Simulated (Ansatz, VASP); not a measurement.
**RbBr in VASP and in Ansatz**

INCAR

```
SYSTEM = RbBr
ALGO = Normal
EDIFF = 1E-7
ENCUT = 520
GGA = PS
ISIF = 2
ISMEAR = -1
LASPH = .True.
LCHARG = .False.
LREAL = .False.
LWAVE = .False.
NBANDS = 15
NELM = 80
PREC = Accurate
SIGMA = 0.05
```

File KPOINTS:

```
k-points
0
Gamma
  7 7 7
  0 0 0
```

File POSCAR:

```
RbBr
1.0
    0.0000000000      3.4039993070      3.4039993070
    3.4039993070      0.0000000000      3.4039993070
    3.4039993070      3.4039993070      0.0000000000
Rb Br
1 1
Direct
    0.0000000000      0.0000000000      0.0000000000
    0.5000000000      0.5000000000      0.5000000000
```

File input.yaml:

```yaml
crystal:
  lattice:
    - [0.0, 3.403999307, 3.403999307]
    - [3.403999307, 0.0, 3.403999307]
    - [3.403999307, 3.403999307, 0.0]
  atoms:
    - { symbol: Rb, position: [0.0, 0.0, 0.0] }
    - { symbol: Br, position: [0.5, 0.5, 0.5] }
hamiltonian:
  xc: pbesol
  pseudopotentials: { kind: paw }
kpoints:
  mp_grid: { grid: [7, 7, 7] }
scf:
  occupations: { method: fermi_dirac, width: 0.05 }
output:
  forces: true
  stress: true
  eigenvalues: true
  write_density: true
  write_potential: true
  elf: true
  volumetric_format: npy
```

Change from the starting cell: volume scaled by 0.98.

Alike in both runs: task single point; functional PBEsol; k mesh 7 × 7 × 7; occupations fermi-dirac, width 0.05 eV; no spin polarisation.

|  | VASP | Ansatz |
| --- | --- | --- |
| version | VASP 6.6.1 | Ansatz 0.2.0 |
| potentials or method | VASP PAW PBE potentials, release 64 (Rb_sv, Br) | Ansatz PAW |
| plane-wave cutoff (eV) | 520 | 420 |
| valence electrons in the cell | 16 | 16 |

```tsv
	VASP	Ansatz	Ansatz less VASP
gap on the k mesh at the Fermi level (eV)	4.26	4.26	+0.003
least direct gap on the mesh (eV)	4.26	4.26	+0.003
pressure (GPa)	0.3	0.2	-0.04
```

Caveats: the PAW data sets were made with another functional, which shifts forces and pressure a little (VASP); odd divisions of the mesh miss points on the zone boundary, where band edges often lie, so the gap on the mesh can be too wide (Ansatz); the PAW data sets come from PBE, with cores solved anew for the run's functional, which leaves a small shift of forces and pressure (Ansatz).
